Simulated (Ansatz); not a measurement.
Runs of Ansatz 0.2.0 on Ba. It takes space group Im-3m (No. 229, cubic). Conventional cell: a = 5.013 Å, b = 5.013 Å, c = 5.013 Å, α = 90.00°, β = 90.00°, γ = 90.00°. Around Ba (site symmetry m-3m) lie 8 Ba at 4.34 Å. 

```tsv
task	level	potentials or basis	spin	k mesh	cutoff (eV)	smearing	other keys	gap on the mesh (eV)	pressure (GPa)	moment (μB)
density of states	BLYP	SSSP efficiency PAW	collinear, ferromagnetic start	8 × 8 × 8	408	fermi-dirac 0.1 eV	scf.eigensolver.kind = davidson; basis.precision = f64	none	0.5	0.00
density of states	r2SCAN+D3(BJ)	PseudoDojo stringent (PBE files)	off	8 × 8 × 8	770	fermi-dirac 0.1 eV	-	none	-0.1	-
density of states	exchange-only PBE	PseudoDojo standard (PBE files)	off	8 × 8 × 8	770	fermi-dirac 0.15 eV	scf.initial_density.chi_scale = 0	none	2.4	-
density of states	BHLYP+D3(BJ)	PseudoDojo stringent (PBE files)	off	6 × 6 × 6	770	gaussian 0.02 eV	-	none	-0.1	-
single point	HSE03	PseudoDojo stringent (PBE files)	collinear, program default start	5 × 5 × 5	770	cold 0.1 eV	-	none	(a)	0.00
```

Alike in all rows: cell as given.

Task: Fill in the values left out.

Result: (a) 0.2.

Caveats: the potentials were made for another functional, which shifts forces and pressure (some runs); pairwise dispersion overbinds metals, which lowers pressure and volume (some runs); the thresholds are loose for stress (some runs); the starting moments weren't kept (some runs); the meta-GGA runs on potentials made for a GGA (some runs); the dispersion damping was fitted for another functional or another form of the correction (some runs).

A k mesh can miss the band edges, and the runs leave out spin-orbit coupling on Ba.

A gap of «none» marks a metal or a gap under the smearing width.

Runs at the PBE level aren't shown here.
